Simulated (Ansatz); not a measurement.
## NaH: moving Na off its site

NaH, Pm-3m, a = 2.955 Å (as given, not relaxed at this level: -0.6 GPa). This isn't the usual stable structure of the compound. Ansatz: r2SCAN, PAW, 500 eV, Γ-centred 10×10×10 mesh on 2 atoms, Gaussian smearing 0.05 eV; no spin polarisation.

```
Na H
1.0
     2.95512    0.00000    0.00000
     0.00000    2.95512    0.00000
     0.00000    0.00000    2.95512
Na H
1 1
Cartesian
  0.0000 0.0000 0.0000
  1.4776 1.4776 1.4776
```

Atom 1 (Na) moves by x along the unit vector (0.000, 1.000, 0.000), with its periodic images; all else is held. y is the free energy of the cell over the start, F the force along the path summed over the moved atoms. Symmetry makes y even in x.

| x (Å) | y (meV) | F (eV/Å) |
| --- | --- | --- |
| -0.1000 | 2.26 | 0.05 |
| -0.0500 | 0.56 | 0.02 |
| 0.0000 | 0.00 | 0.00 |
| 0.0125 | 0.04 | -0.01 |
| 0.0250 | 0.14 | -0.01 |
| 0.0375 | 0.32 | -0.02 |
| 0.0625 | 0.88 | -0.03 |
| 0.0750 | 1.27 | -0.03 |
| 0.0875 | ? | ? |

Q: Fit y = c2 x² + c4 x⁴ to the energies of the other rows, give the force constant, and predict energy and force of the missing row.

A: Least squares on the rows shown. y = 225.0 x² + 99.25 x⁴. The force constant is 2 c2 = 0.450 eV/Å² (for all images moving together, not for a lone atom). With two atoms in a cubic cell this is the optical mode at Γ without the LO field: ω = 521.5 √(2 c2/μ) = 356 cm⁻¹ for μ = 0.97 u. The force −dy/dx at the missing row is -0.04 eV/Å (computed -0.04). At x = 0.0875 the fit asked for gives 1.73 meV. The run gave 1.73 meV, the same to the digits shown.